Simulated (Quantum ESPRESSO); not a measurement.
# Dipole at the next field: silicene, 1 layer

Method. Quantum ESPRESSO 7.5, PBE, GBRV ultrasoft; sawtooth field along the normal with dipole correction, ions clamped, threshold 1e-9 Ry; cell area 12.970 Å².

| field (V/Å) | dipole (e Å a cell) |
| --- | --- |
| 0 | −0.00002 |
| 0.1 | 0.02359 |
| 0.2 | 0.04714 |

To predict: What is the dipole at 0.4 V/Å, and what electrostatic thickness 4πα/A follows from the rows?

**Fit.** The slope is (0.04714 − (−0.00002))/0.2 = 0.2358 e Å²/V, so 4πα/A = 180.95 × 0.2358/12.970 = 3.29 Å. Linear response gives p = −0.00002 + 0.2358 × (0.4) = 0.09430 e Å; a parabola through the three rows gives 0.09406.

**The withheld run.** p = 0.09433 e Å. The line misses by 0.0 % of the induced dipole and the parabola by 0.3 %. The response is linear over this range.

**Limits.** Electrons alone respond; local and semilocal functionals tend to overscreen.
